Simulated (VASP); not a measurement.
Computed results, one entry a study.

```
HfO2 (111), 5 units in VASP
1.0
     3.59210    0.00000    0.00000
    -1.79605    3.11085    0.00000
     0.00000    0.00000   31.19823
O Hf
10 5
Direct
  0.66667 0.33333 0.28965
  0.00000 0.00000 0.33782
  0.33333 0.66667 0.38288
  0.66667 0.33333 0.42952
  0.00000 0.00000 0.47685
  0.33333 0.66667 0.52315
  0.66667 0.33333 0.57048
  0.00000 0.00000 0.61712
  0.33333 0.66667 0.66218
  0.66667 0.33333 0.71035
  0.33333 0.66667 0.31472
  0.00000 0.00000 0.40632
  0.66667 0.33333 0.50000
  0.33333 0.66667 0.59368
  0.00000 0.00000 0.68528
# method: PBE; plane waves and PAW (O, Hf) (and 1 further level or step)
# program: VASP 6.6.1
# settings of one run: PAW datasets (O, Hf), PAW release PBE 64, 12×12×1 k-mesh, ENCUT 400 eV, ISMEAR 0, SIGMA 0.05 eV
# notes: Values taken over the cell’s volume include its vacuum. Semilocal band edges put the ionisation potential too low and the gap too small. Spin-orbit coupling is left out, which matters for the heavy elements here. The cell in the plane was kept as given and was not relaxed here.
# ionisation potential of the slab: 6.87 eV
# polarisability per area of the slab or monolayer: 0.967 Å
```

[Lines on the potential files, build, host, timing and source positions are cut from VASP's logs without a mark.]

[Logs are printed without paths, hosts, clocks, repeated set-up lines and the standing remarks that a program may print on its own settings, such as how far it seeks lower states.]

[Hosts, paths, dates, database ids (printed as entryN), source tags and the programs' standing remarks are cut or masked in the printed files.]

[In band tables of VASP the shares of atoms and orbitals are scaled to a sum of 1 inside the atoms' spheres.]

[Runs that stopped without an error message from VASP are left out.]
